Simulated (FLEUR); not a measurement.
# InP (F-43m) in FLEUR: further runs

The runs below take InP through single point, with PBE.

Program: FLEUR MaX-R8.1 (patched build s14). These are calculated values, not measurements. Logs are shortened: lines on timing, memory, paths and dates and some standing lists are left out, and cuts for length are marked.

**Measured values to compare with.**

From a printed reference work, data compilation, for a bulk crystal of InP at 1.6 K: band gap 1.4236 eV (direct).

How close the calculation comes is told below.

## Step 1: The crystal as given

The structure is cubic, space group F-43m (No. 216). The conventional cell has a = 5.861 Å, b = 5.861 Å, c = 5.861 Å, α = 90.00°, β = 90.00°, γ = 90.00°. In (site symmetry -43m) has 4 P at 2.54 Å as nearest neighbours. Around P (site symmetry -43m) lie 4 In at 2.54 Å.

## Step 2: Single point, PBE

inp.xml

```xml
<?xml version="1.0" encoding="UTF-8" standalone="no"?>
<fleurInput fleurInputVersion="0.39">
   <comment>
      InP                                                                                                 
   </comment>
   <calculationSetup>
      <cutoffs Kmax="4.08" Gmax="12.7" GmaxXC="12.7" numbands="0"/>
      <scfLoop itmax="60" minDistance="0.00001" maxIterBroyd="15" imix="Anderson" alpha="0.05" precondParam="0.0" spinf="2.0"/>
      <coreElectrons ctail="T" frcor="F" kcrel="0" coretail_lmax="0"/>
      <xcFunctional name="pbe" relativisticCorrections="F"/>
      <magnetism jspins="1"/>
      <soc l_soc="F" theta="0.0" phi="0.0" spav="F"/>
      <expertModes spex="0" secvar="F"/>
      <geometryOptimization l_f="T" forcealpha="1.0" forcemix="BFGS" epsdisp="0.0005" epsforce="0.0002"/>
      <ldaU l_linMix="F" mixParam="0.05" spinf="1.0"/>
   </calculationSetup>
   <cell>
      <bzIntegration valenceElectrons="32.0" mode="hist" fermiSmearingEnergy="0.00183747">
         <kPointListSelection listName="default-1"/>
         <!-- k-points included here -->
         <xi:include xmlns:xi="http://www.w3.org/2001/XInclude" href="kpts.xml"> </xi:include>
      </bzIntegration>
      <!-- symmetry operations included here -->
      <xi:include xmlns:xi="http://www.w3.org/2001/XInclude" href="sym.xml"> </xi:include>
      <bulkLattice scale="1.0">
         <bravaisMatrix>
            <row-1>    0.0000000000000000     5.5378424081402997     5.5378424081402997</row-1>
            <row-2>    5.5378424081402997     0.0000000000000000     5.5378424081402997</row-2>
            <row-3>    5.5378424081402997     5.5378424081402997     0.0000000000000000</row-3>
         </bravaisMatrix>
      </bulkLattice>
   </cell>
   <atomSpecies>
      <species name="Indium (In)" element="In" atomicNumber="49">
         <mtSphere radius="2.35" gridPoints="801" logIncrement="0.016"/>
         <atomicCutoffs lmax="10" lnonsphr="8"/>
         <electronConfig flipSpins="F">
            <coreConfig>(1s1/2) (2s1/2) (2p1/2) (2p3/2) (3s1/2) (3p1/2) (3p3/2) (3d3/2) (3d5/2)</coreConfig>
            <valenceConfig>(4s1/2) (4p1/2) (4p3/2) (5s1/2) (4d3/2) (4d5/2) (5p1/2) (5p3/2)</valenceConfig>
            <stateOccupation state="(5p1/2)" spinUp="0.166667" spinDown="0.166667"/>
            <stateOccupation state="(5p3/2)" spinUp="0.333333" spinDown="0.333333"/>
         </electronConfig>
         <energyParameters s="5" p="5" d="4" f="4"/>
         <lo type="SCLO" l="0" n="4" eDeriv="0"/>
         <lo type="SCLO" l="1" n="4" eDeriv="0"/>
         <lo type="SCLO" l="1" n="4" eDeriv="1"/>
         <lo type="SCLO" l="2" n="4" eDeriv="2"/>
         <lo type="SCLO" l="3" n="4" eDeriv="2"/>
      </species>
      <species name="Phosphorous (P)" element="P" atomicNumber="15">
         <mtSphere radius="1.96" gridPoints="669" logIncrement="0.017"/>
         <atomicCutoffs lmax="8" lnonsphr="6"/>
         <electronConfig flipSpins="F">
            <coreConfig>(1s1/2) (2s1/2)</coreConfig>
            <valenceConfig>(2p1/2) (2p3/2) (3s1/2) (3p1/2) (3p3/2)</valenceConfig>
            <stateOccupation state="(3p1/2)" spinUp="0.500000" spinDown="0.500000"/>
            <stateOccupation state="(3p3/2)" spinUp="1.000000" spinDown="1.000000"/>
         </electronConfig>
         <energyParameters s="3" p="3" d="3" f="4"/>
         <lo type="SCLO" l="1" n="2" eDeriv="0"/>
         <lo type="SCLO" l="0" n="3" eDeriv="2"/>
         <lo type="SCLO" l="2" n="3" eDeriv="2"/>
         <lo type="SCLO" l="3" n="4" eDeriv="2"/>
      </species>
   </atomSpecies>
   <atomGroups>
      <atomGroup species="Indium (In)">
         <relPos label="                   1">.0000000000 .0000000000 .0000000000</relPos>
         <force calculate="T" relaxXYZ="TTT"/>
      </atomGroup>
      <atomGroup species="Phosphorous (P)">
         <relPos label="                   2">-1.000/4.000 -1.000/4.000 -1.000/4.000</relPos>
         <force calculate="T" relaxXYZ="TTT"/>
      </atomGroup>
   </atomGroups>
   <output dos="F" band="F" slice="F">
      <checks vchk="F" cdinf="F"/>
      <bandDOS minEnergy="-.5*Htr" maxEnergy="0.5*Htr" sigma="0.015" storeEVData="T"/>
      <vacuumDOS vacdos="F" integ="F" star="F" nstars="0" locx1="0.0" locy1="0.0" locx2="0.0" locy2="0.0" nstm="0" tworkf="0.0"/>
      <unfoldingBand unfoldBand="F" supercellX="1" supercellY="1" supercellZ="1"/>
      <plotting iplot="0" polar="F">
         <plot TwoD="T" vec1="  1.0  0.0  0.0" vec2="  0.0  1.0  0.0" vec3="  0.0  0.0  1.0" zero="  0.0  0.0  0.0" file="plot"/>
      </plotting>
      <chargeDensitySlicing numkpt="0" minEigenval="0.0" maxEigenval="0.0" nnne="0" pallst="F"/>
      <specialOutput eonly="F"/>
      <magneticCircularDichroism mcd="F" energyLo="-10.0" energyUp="0.0"/>
   </output>
  <!-- We include the file relax.xml here to enable relaxations (see documentation) -->
  <xi:include xmlns:xi="http://www.w3.org/2001/XInclude" href="relax.xml"> <xi:fallback/> </xi:include>
</fleurInput>
```

crystal.txt

```
InP
&input cartesian=F /
0.0000000000  2.9305000000  2.9305000000
2.9305000000  0.0000000000  2.9305000000
2.9305000000  2.9305000000  0.0000000000
1.8897261246
1.0 1.0 1.0

2
49 0.0000000000  0.0000000000  0.0000000000
15 0.7500000000  0.7500000000  0.7500000000

&kpt div1=8 div2=8 div3=8 gamma=T /
```

Potentials or basis: all-electron, FLAPW.

Run with:

```bash
$ inpgen -f crystal.txt -profile fastHighL
$ # inp.xml edited to the form shown
$ fleur
```

The program printed:

```text
Welcome to FLEUR        (www.flapw.de)
      MaX-Release 8.1          (www.max-centre.eu)

 ========== k-point set info ==========
 Selected k-point list: default-1
 k-point list type: mesh
 8 x 8 x 8
 Number of k points: 29

 ------------Calculation Setup---------------------------
 Number of OMP-threads    :            1
 Number of basis functions:          469
 Approximate size of matrices (H+S) per k-point:         0.007 GB
 --------------------------------------------------------
 Iteration:     1   Distance:       7.51890087 me/bohr^3
 Iteration:     2   Distance:       6.83695092 me/bohr^3
 Iteration:     3   Distance:       3.35932389 me/bohr^3
 Iteration:     4   Distance:       1.02697758 me/bohr^3
 Iteration:     5   Distance:       0.75787999 me/bohr^3
 Iteration:     6   Distance:       0.20636348 me/bohr^3
 Iteration:     7   Distance:       0.12878403 me/bohr^3
 Iteration:     8   Distance:       0.02515151 me/bohr^3
 Iteration:     9   Distance:       0.00405756 me/bohr^3
 Iteration:    10   Distance:       0.00195063 me/bohr^3
 Iteration:    11   Distance:       0.00041267 me/bohr^3
 Iteration:    12   Distance:       0.00020545 me/bohr^3
 Iteration:    13   Distance:       0.00005847 me/bohr^3
 Iteration:    14   Distance:       0.00000731 me/bohr^3

 ********************************************************************
 Run finished successfully
 Stop message:
   Structural relaxation: Done
 ********************************************************************
```

out.xml (last iteration):

```text
<iteration numberForCurrentRun="   15" overallNumber="   15">
         <energyParameters units="Htr">
            <atomicEP atomType="1" spin="1" branch="5s" branchLowest="-4.02" branchHighest="1.33" value="-0.0503832590"/>
            <atomicEP atomType="1" spin="1" branch="5p" branchLowest="-2.49" branchHighest="2.07" value="0.1171587453"/>
            <atomicEP atomType="1" spin="1" branch="4d" branchLowest="-15.52" branchHighest="-0.22" value="-0.3117463005"/>
            <atomicEP atomType="1" spin="1" branch="4f" branchLowest="-9.99" branchHighest="2.11" value="0.4377258181"/>
            <loAtomicEP atomType="1" spin="1" branch="4s" branchLowest="-28.59" branchHighest="-4.02" value="-4.0288631893"/>
            <loAtomicEP atomType="1" spin="1" branch="4p" branchLowest="-23.46" branchHighest="-2.49" value="-2.5080296498"/>
            <loAtomicEP atomType="1" spin="1" branch="4p" branchLowest="-23.46" branchHighest="-2.49" value="-2.5080296498"/>
            <loAtomicEP atomType="1" spin="1" branch="4d" branchLowest="-15.52" branchHighest="-0.22" value="-0.3241436694"/>
            <loAtomicEP atomType="1" spin="1" branch="4f" branchLowest="-9.99" branchHighest="2.11" value="0.4377237943"/>
            <atomicEP atomType="2" spin="1" branch="3s" branchLowest="-5.96" branchHighest="1.10" value="-0.2568252214"/>
            <atomicEP atomType="2" spin="1" branch="3p" branchLowest="-4.14" branchHighest="1.63" value="-0.0416318971"/>
            <atomicEP atomType="2" spin="1" branch="3d" branchLowest="-9.99" branchHighest="2.11" value="0.1651732164"/>
            <atomicEP atomType="2" spin="1" branch="4f" branchLowest="-9.99" branchHighest="4.75" value="0.3321342002"/>
            <loAtomicEP atomType="2" spin="1" branch="2p" branchLowest="-9.99" branchHighest="-4.14" value="-4.1449942786"/>
            <loAtomicEP atomType="2" spin="1" branch="3s" branchLowest="-5.96" branchHighest="1.10" value="-0.2568252214"/>
            <loAtomicEP atomType="2" spin="1" branch="3d" branchLowest="-9.99" branchHighest="2.11" value="0.1651703997"/>
            <loAtomicEP atomType="2" spin="1" branch="4f" branchLowest="-9.99" branchHighest="4.75" value="0.3321330312"/>
         </energyParameters>
         <eigenvalues>
            <eigenvaluesAt spin="1" ikpt="1" k_x="0.00000000" k_y="0.00000000" k_z="0.00000000">
                      -4.1448529213       -4.1448529213       -4.1448529213       -4.0288524918       -2.5030443503
                      -2.5030443503       -2.5030443503       -0.3257889598       -0.3257889598       -0.3257889598
                      -0.3201894026       -0.3201894026       -0.2280254498        0.1952436020        0.1952436020
                       0.1952436020        0.2214300158        0.3456229702        0.3456229702        0.3456229702
                       0.5112200052        0.5413030777        0.5413030777        0.6067717009        0.6067717009
            </eigenvaluesAt>
            <eigenvaluesAt spin="1" ikpt="2" k_x="0.00000000" k_y="0.00000000" k_z="0.12500000">
                      -4.1448528761       -4.1448528761       -4.1448523469       -4.0288524431       -2.5030459071
                      -2.5030450347       -2.5030450347       -0.3264964540       -0.3255204778       -0.3255204778
                      -0.3201828706       -0.3201828706       -0.2214592408        0.1387364778        0.1884123101
                       0.1884123101        0.2561008275        0.3512562230        0.3557970261        0.3557970261
                       0.5183183781        0.5183183781        0.5396716979        0.5885262555        0.6511449352
            </eigenvaluesAt>
            <eigenvaluesAt spin="1" ikpt="3" k_x="0.00000000" k_y="0.00000000" k_z="0.25000000">
                      -4.1448535596       -4.1448535596       -4.1448527587       -4.0288523144       -2.5030485722
                      -2.5030457138       -2.5030457138       -0.3281012973       -0.3249362074       -0.3249362074
                      -0.3200912264       -0.3200912264       -0.2031272334        0.0688856694        0.1747833174
                       0.1747833174        0.2613401369        0.3713421219        0.3713421219        0.3908480075
                       0.5102360850        0.5102360850        0.5314578635        0.6509802038        0.7290647904
            </eigenvaluesAt>
            <eigenvaluesAt spin="1" ikpt="4" k_x="0.00000000" k_y="0.00000000" k_z="0.37500000">
                      -4.1448583604       -4.1448535454       -4.1448535454       -4.0288521439       -2.5030517754
                      -2.5030457895       -2.5030457895       -0.3296059998       -0.3244917385       -0.3244917385
                      -0.3198486805       -0.3198486805       -0.1786044541        0.0104623852        0.1636689743
                       0.1636689743        0.2538333982        0.3737869613        0.3737869613        0.4402122792
                       0.5240734365        0.5441661711        0.5441661711        0.6971607779        0.7194834684
            </eigenvaluesAt>
         </eigenvalues>
         <bandgap value="0.7125686212" units="eV"/>
         <sumValenceSingleParticleEnergies value="-50.9695463422" units="Htr"/>
         <FermiEnergy value="0.2094875471" units="Htr"/>
         <valenceDensity>
            <mtCharges spin="1">
               <mtCharge atomType="1" total="18.8410148" s="2.6263708" p="6.4926696" d="9.7038893" f="0.0148371"/>
               <mtCharge atomType="2" total="8.6400388" s="1.0572375" p="7.5535192" d="0.0265487" f="0.0021213"/>
            </mtCharges>
            <spinDependentCharge spin="1" total="32.0000000" interstitial="4.5189464" mtSpheres="27.4810536"/>
            <totalCharge value="32.0000000000"/>
         </valenceDensity>
         <coreStates atomType="     1" atomicNumber=" 49" spin="1" kinEnergy="   5929.7046889577" eigValSum="  -3516.2478601626" lostElectrons=" 0.000000">
            <state n="1" l="0" j="0.5" energy="-1018.9557275648" weight="1.0000000000"/>
            <state n="2" l="0" j="0.5" energy="-152.2141859580" weight="1.0000000000"/>
            <state n="2" l="1" j="0.5" energy="-141.9199409790" weight="1.0000000000"/>
            <state n="2" l="1" j="1.5" energy="-134.1700236327" weight="2.0000000000"/>
            <state n="3" l="0" j="0.5" energy="-28.5887264846" weight="1.0000000000"/>
            <state n="3" l="1" j="0.5" energy="-24.4352840089" weight="1.0000000000"/>
            <state n="3" l="1" j="1.5" energy="-23.0354050545" weight="2.0000000000"/>
            <state n="3" l="2" j="1.5" energy="-15.6919225003" weight="2.0000000000"/>
            <state n="3" l="2" j="2.5" energy="-15.4051209037" weight="3.0000000000"/>
         </coreStates>
         <coreStates atomType="     2" atomicNumber=" 15" spin="1" kinEnergy="    245.5633240077" eigValSum="   -164.2306608208" lostElectrons=" 0.000135">
            <state n="1" l="0" j="0.5" energy="-76.1504744462" weight="1.0000000000"/>
            <state n="2" l="0" j="0.5" energy="-5.9648559642" weight="1.0000000000"/>
         </coreStates>
         <allElectronCharges>
            <spinDependentCharge spin="1" total="64.0000000" interstitial="4.5190813" mtSpheres="59.4809187"/>
            <totalCharge value="63.9999999971"/>
         </allElectronCharges>
         <totalEnergy                                    value="    -6225.3769722362" units="Htr">
            <sumOfEigenvalues                            value="    -3731.4480673257">
               <coreElectrons value="-3680.4785209834"/>
               <valenceElectrons value="-50.9695463422"/>
            </sumOfEigenvalues>
            <densityCoulombPotentialIntegral value="-10017.0579392187"/>
            <densityEffectivePotentialIntegral value="-10255.9064737936"/>
            <chargeDenXCDenIntegral value="-183.2743856058"/>
            <FockExchangeEnergyValence value="0.0000000000"/>
            <FockExchangeEnergyCore value="0.0000000000"/>
            <atomTypeDependentContributions atomType="1">
               <electronNucleiInteractionDifferentMTs value="7122.1643409418"/>
               <MadelungTerm value="-24.8622871845"/>
            </atomTypeDependentContributions>
            <atomTypeDependentContributions atomType="2">
               <electronNucleiInteractionDifferentMTs value="401.7329379275"/>
               <MadelungTerm value="-9.2724574353"/>
            </atomTypeDependentContributions>
            <tkbTimesEntropy value="0.0000001812"/>
            <freeEnergy value="-6225.3769724175"/>
            <extrapolationTo0K value="-6225.3769723268"/>
         </totalEnergy>
         <totalForcesOnRepresentativeAtoms units="Htr/bohr">
            <forceTotal atomType="1" x="0.000000" y="0.000000" z="0.000000" F_x="0.00000000" F_y="0.00000000" F_z="0.00000000"/>
            <forceTotal atomType="2" x="-2.768921" y="-2.768921" z="-2.768921" F_x="0.00000000" F_y="0.00000000" F_z="0.00000000"/>
         </totalForcesOnRepresentativeAtoms>
      </iteration>
```

It took 90 s on 1 thread of Intel Xeon Platinum 8375C at 2.90GHz (Ice Lake), shared host; peak memory 0.05 GiB.

Results:

* Free energy: -169401.1373 eV
* Band gap on the k mesh: 0.71 eV, direct
* Valence electrons inside the program's atomic spheres: In 18.84; P 8.64 (radii In 2.35, P 1.96 bohr)

Levels at points of the mesh, in eV from the valence-band top:
| k point | band 13 | band 14 | band 15 | band 16 | band 17 | band 18 | band 19 | band 20 |
| --- | --- | --- | --- | --- | --- | --- | --- | --- |
| (0.00, 0.00, 0.00) | -11.52 | 0.00 | 0.00 | 0.00 | 0.71 | 4.09 | 4.09 | 4.09 |
| (0.00, 0.00, 0.50) | -9.79 | -5.73 | -0.97 | -0.97 | 1.50 | 4.81 | 4.81 | 7.11 |
| (0.00, 0.50, 0.50) | -9.14 | -5.75 | -2.32 | -2.32 | 1.77 | 2.27 | 9.22 | 9.60 |

Core levels (eV from the Fermi level):
```tsv
atom	levels
1 In	1s1/2 -27732.9, 2s1/2 -4147.7, 2p1/2 -3867.5, 2p3/2 -3656.7, 3s1/2 -783.6, 3p1/2 -670.6, 3p3/2 -632.5, 3d3/2 -432.7, 3d5/2 -424.9
2 P	1s1/2 -2077.9, 2s1/2 -168.0
```

Caveat: spin-orbit coupling is left out, which moves the levels of the heavy elements.

## Step 3: Single point, PBE (atoms moved at random, drawn with an rms of 0.05 Å)

inp.xml: that of step 2 with these lines changed.

```diff
@@ -34,4 +34,4 @@
       <species name="Indium (In)" element="In" atomicNumber="49">
-         <mtSphere radius="2.35" gridPoints="801" logIncrement="0.016"/>
-         <atomicCutoffs lmax="10" lnonsphr="8"/>
+         <mtSphere radius="2.35" gridPoints="771" logIncrement="0.017"/>
+         <atomicCutoffs lmax="9" lnonsphr="7"/>
          <electronConfig flipSpins="F">
@@ -50,3 +50,3 @@
       <species name="Phosphorous (P)" element="P" atomicNumber="15">
-         <mtSphere radius="1.96" gridPoints="669" logIncrement="0.017"/>
+         <mtSphere radius="1.96" gridPoints="641" logIncrement="0.018"/>
          <atomicCutoffs lmax="8" lnonsphr="6"/>
@@ -67,3 +67,3 @@
       <atomGroup species="Indium (In)">
-         <relPos label="                   1">.0000000000 .0000000000 .0000000000</relPos>
+         <relPos label="                   1">.0076490000 -.0083110000 -.0119070000</relPos>
          <force calculate="T" relaxXYZ="TTT"/>
@@ -71,3 +71,3 @@
       <atomGroup species="Phosphorous (P)">
-         <relPos label="                   2">-1.000/4.000 -1.000/4.000 -1.000/4.000</relPos>
+         <relPos label="                   2">-.2445280000 -.2541330000 -.2348190000</relPos>
          <force calculate="T" relaxXYZ="TTT"/>
```

crystal.txt: that of step 2 with these lines changed.

```diff
@@ -9,4 +9,4 @@
 2
-49 0.0000000000  0.0000000000  0.0000000000
-15 0.7500000000  0.7500000000  0.7500000000
+49 0.0076490000  -0.0083110000  -0.0119070000
+15 0.7554720000  0.7458670000  0.7651810000
```

Potentials or basis: all-electron, FLAPW.

Run with:

```bash
$ inpgen -f crystal.txt -profile fastHighL
$ # inp.xml edited to the form shown
$ fleur
```

It took 10 min on 1 thread of Intel Xeon Platinum 8375C at 2.90GHz (Ice Lake), shared host; peak memory 0.17 GiB.

The run converged. Its results:

- Free energy: -169401.0789 eV
- Largest force: 1.019 eV/Å
- Band gap on the k mesh: 0.53 eV, direct
- Valence electrons inside the program's atomic spheres: In 18.84; P 8.64 (radii In 2.35, P 1.96 bohr)

Forces in eV/Å, atoms in the order of the input:
```
In   0.772  0.625  0.223
P   -0.772 -0.626 -0.223
```

Levels at points of the mesh, in eV from the valence-band top:
| k point | band 13 | band 14 | band 15 | band 16 | band 17 | band 18 | band 19 | band 20 |
| --- | --- | --- | --- | --- | --- | --- | --- | --- |
| (0.00, 0.00, 0.00) | -11.69 | -0.43 | -0.16 | 0.00 | 0.53 | 3.82 | 3.88 | 4.08 |
| (0.00, 0.00, 0.50) | -10.06 | -5.63 | -1.31 | -1.00 | 1.15 | 4.29 | 4.75 | 6.84 |
| (0.00, 0.50, 0.00) | -10.00 | -5.87 | -1.39 | -0.91 | 1.29 | 4.26 | 4.97 | 6.90 |
| (0.00, 0.50, 0.50) | -9.34 | -5.92 | -2.58 | -2.42 | 1.50 | 2.15 | 9.02 | 9.29 |
| (0.50, 0.00, 0.00) | -9.98 | -5.93 | -1.38 | -0.91 | 1.33 | 4.28 | 5.00 | 6.92 |
| (0.50, 0.00, 0.50) | -9.33 | -5.93 | -2.56 | -2.43 | 1.52 | 2.12 | 9.01 | 9.32 |
| (0.50, 0.50, 0.00) | -9.33 | -5.96 | -2.50 | -2.46 | 1.56 | 2.07 | 9.01 | 9.38 |
| (0.50, 0.50, 0.50) | -9.89 | -6.21 | -1.28 | -1.03 | 1.50 | 4.55 | 4.93 | 7.00 |

Core levels (eV from the Fermi level):
```csv
atom,levels
1 In,"1s1/2 -27733.0, 2s1/2 -4147.7, 2p1/2 -3867.6, 2p3/2 -3656.7, 3s1/2 -783.7, 3p1/2 -670.7, 3p3/2 -632.6, 3d3/2 -432.8, 3d5/2 -425.0"
2 P,"1s1/2 -2077.9, 2s1/2 -168.1"
```

Caveat: spin-orbit coupling is left out, which moves the levels of the heavy elements.

## Step 4: How close it comes

Step 2. Against the measured gap of InP, 1.4236 eV (direct; 1.6 K; a printed reference work, data compilation), the calculated 0.71 eV is off by -0.71 eV. Spin-orbit coupling on In is left out. The value is that of PBE, without temperature or zero-point motion. Semilocal functionals fall short of measured gaps as a rule.
